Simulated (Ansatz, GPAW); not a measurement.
Given: the input of a run of GPAW 26.7.0 (ASE script) on Al (Aluminum). 

run.py

```python
from ase.dft.bandgap import bandgap
from ase.io import read, write
from ase.units import GPa
from gpaw import GPAW, PW

atoms = read('Al.xyz')

calc = GPAW(mode=PW(600),
            xc='PBE',
            kpts={'size': (11, 11, 11), 'gamma': True},
            occupations={'name': 'methfessel-paxton', 'order': 0, 'width': 0.013000000000000001},
            nbands=7,
            convergence={'density': 1e-05, 'energy': 1e-05},
            maxiter=150,
            txt='gpaw.txt')
atoms.calc = calc
energy = atoms.get_potential_energy()
forces = atoms.get_forces()
stress = atoms.get_stress()
calc.write('gs.gpw')
write('result.traj', atoms)
print(f'Energy: {energy:.6f} eV')
print('Forces (eV/A):')
print(forces.round(4))
print('Stress (GPa):', (stress / GPa).round(3))
print('Fermi level:', round(calc.get_fermi_level(), 4), 'eV')
print(f'Gap: {bandgap(calc)[0]:.4f} eV, direct: {bandgap(calc, direct=True)[0]:.4f} eV')
```

The input Al.xyz:

```xyz
1
Lattice="0.0000000000 2.0248050000 2.0248050000 2.0248050000 0.0000000000 2.0248050000 2.0248050000 2.0248050000 0.0000000000" Properties=species:S:1:pos:R:3 pbc="T T T"
Al     0.0000000000      0.0000000000      0.0000000000
```

Potentials or basis: GPAW PAW data sets (gpaw-data 1.2.1), pw.

Run with:

```bash
$ OMP_NUM_THREADS=1 python run.py
```

**Question.** Set up the same calculation for Ansatz 0.2.0. Potentials or basis there: all-electron LAPW, scalar-relativistic.

**Answer.** As run (cutoffs and basis follow the program's own potentials, and thresholds, step limits or extra output files can differ):

The input input.yaml:

```yaml
crystal:
  lattice:
    - [0.0, 2.024805, 2.024805]
    - [2.024805, 0.0, 2.024805]
    - [2.024805, 2.024805, 0.0]
  atoms:
    - { symbol: Al, position: [0.0, 0.0, 0.0] }
kpoints:
  mp_grid: { grid: [11, 11, 11] }
scf:
  occupations: { method: gaussian, width: 0.013 }
hamiltonian:
  xc: pbe
  pseudopotentials: { kind: all_electron, lapw: { basis_error: 0.001 } }
output:
  forces: true
  stress: true
  eigenvalues: true
```

Potentials or basis: all-electron LAPW, scalar-relativistic.

The run is started by

```bash
$ ansatz run input.yaml --threads 1 --pin off --max-ram 3072MiB --backend cpu --events-out ev --progress --plain --runs-dir out
```

Both were run:

|  | GPAW | Ansatz |
| --- | --- | --- |
| Pressure | -0.4 GPa | -0.5 GPa |

Where Ansatz's input types no cutoff or centring, it takes its own default and a Γ-centred mesh.

Pressure is positive in compression.
